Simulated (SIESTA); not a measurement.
## MgO under changes of volume

One of the cells (10.016 Å³/atom); the others are scaled copies at fixed shape and fractional positions:

```xyz
2
Lattice="2.9380 0.0000 0.0000 -1.4690 2.5444 0.0000 0.0000 0.0000 2.6797" Properties=species:S:1:pos:R:3 pbc="T T T"
Mg    0.0000    0.0000    0.0000
O     0.0000    1.6963    1.3398
```

Measurements of this composition are mostly on another form, of space group No. 225.

- Program: SIESTA 5.4.2
- Functional: LDA
- Potentials or basis: PseudoDojo 0.4 standard (LDA files)
- Basis: DZP (energy shift 0.003 Ry; two zetas on semicore shells)
- Grid cutoff: 800 Ry
- Energy shift: 0.003 Ry
- k mesh: 10 × 10 × 10
- Occupations: fermi-dirac, width 0.05 eV
- Spin: no spin polarisation

```csv
volume (Å³/atom),energy over the lowest point (meV/atom),pressure (GPa),gap on the mesh (eV)
9.415,?,?,?
9.615,0.00,-0.1,3.23
9.816,2.05,-3.1,3.07
10.016,7.75,-5.9,2.92
10.216,16.75,-8.4,2.77
10.417,28.83,-10.8,2.63
10.617,43.61,-12.8,2.50
```

Problem. What does the run at 9.415 Å³/atom give?

Solution. Energy over the lowest point 2.02 meV/atom; pressure 3.4 GPa; gap on the mesh 3.40 eV.

Worked out: A Birch-Murnaghan fit of order 3 (a polynomial in V^(-2/3)) to the other rows has its minimum at 9.61 Å³/atom, just outside them, with B0 = V·E''(V) = 154 GPa and B' = 3.5 at fixed shape and positions, which overstates the stiffness. It gives 1.96 meV/atom at 9.415 Å³/atom, against the run's 2.02, and -dE/dV = 3.3 GPa, against 3.4. A straight line through the other rows of the gap, of slope -7.38 eV per unit of ln V, extrapolates to 3.38 eV, against the run's 3.40.

Energies are extrapolated to zero smearing.

Caveats: the basis of atomic orbitals isn't converged, which shifts pressures, moduli and gaps.

A mesh can miss the band edges.
